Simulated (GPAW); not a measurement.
Crystal: Ir.

```xyz
1
Lattice="0.0000 1.9156 1.9156 1.9156 0.0000 1.9156 1.9156 1.9156 0.0000" Properties=species:S:1:pos:R:3 pbc="T T T"
Ir    0.0000    0.0000    0.0000
```

| Quantity | Value |
| --- | --- |
| Program | GPAW 26.7.0 |
| Task | relaxation of cell and atoms |
| Functional | revPBE |
| Potentials or basis | the program's PAW data sets (release 1.2.1) made for this functional |
| Cutoff | 600 eV |
| Basis | pw |
| k mesh | 12 × 12 × 12 |
| Occupations | fermi-dirac, width 0.05 eV |
| Spin | no spin polarisation |

At the start: pressure 13.4 GPa; volume 14.06 Å³/atom.

Problem. How do energy, volume and symmetry change on relaxing?

Solution. Over 12 steps the energy falls by 21.1 meV/atom and the volume is 14.57 Å³/atom (+3.7 %); space group Fm-3m (No. 225, to 0.05 Å).

The path:
```
step  energy change (eV)  largest force (eV/Å)  pressure (GPa)  volume (Å³)
   1              0.0000                0.0000           13.37        14.06
   2             -0.0211                0.0000            0.28        14.56
   3             -0.0031                0.0000          -10.86        15.10
   4             -0.0101                0.0000           -8.66        14.98
   5             -0.0184                0.0000           -4.48        14.78
   6             -0.0209                0.0000            1.07        14.53
   7             -0.0209                0.0000            1.01        14.53
   8             -0.0210                0.0000            0.88        14.54
   9             -0.0210                0.0000            0.71        14.54
  10             -0.0210                0.0000            0.50        14.55
  11             -0.0211                0.0000            0.26        14.56
  12             -0.0211                0.0000            0.00        14.57
```

Final structure:
```xyz
1
Lattice="0.0000 1.9387 1.9387 1.9387 0.0000 1.9387 1.9387 1.9387 0.0000" Properties=species:S:1:pos:R:3 pbc="T T T"
Ir    0.0000    0.0000    0.0000
```

Caveat: later steps reuse the first step's grids.
